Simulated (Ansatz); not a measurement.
Crystal: SnSe2.

```xyz
3
Lattice="3.8110 0.0000 0.0000 -1.9055 3.3004 0.0000 0.0000 0.0000 6.1360" Properties=species:S:1:pos:R:3 pbc="T T T"
Sn    0.0000    0.0000    0.0000
Se    1.9055    1.1001    4.6081
Se    0.0000    2.2003    1.5279
```

Program: Ansatz 0.2.0. Alike in all runs: cell as given. Hardware: 2 threads of Arm Neoverse V1, with other jobs on the host.

**Question.** Order these runs on this cell by their wall time, lowest first.
A. task band structure; level PBEsol; potentials or basis all-electron LAPW, inner shells corrected to Dirac's equation; spin off; k mesh 8 × 8 × 5; cutoff (eV) 239; smearing fermi-dirac 0.05 eV; basis error allowed 0.002 eV/atom
B. task single point; level PBE; potentials or basis all-electron LAPW, scalar-relativistic; spin off; k mesh 6 × 6 × 4; cutoff (eV) 227; smearing fermi-dirac 0.03 eV; basis error allowed 0.003 eV/atom
C. task single point; level PBEsol; potentials or basis all-electron LAPW, scalar-relativistic; spin off; k mesh 5 × 5 × 3; cutoff (eV) 239; smearing fermi-dirac 0.03 eV; basis error allowed 0.002 eV/atom
D. task band structure; level PBEsol; potentials or basis all-electron LAPW, relativistic spinors; spin SOC, no magnetisation; k mesh 6 × 6 × 4; cutoff (eV) 239; smearing fermi-dirac 0.05 eV; basis error allowed 0.002 eV/atom

**Answer.** C (4.8 s), B (10 s), A (27 s), D (130 s).

Not every run made on this cell is shown here.
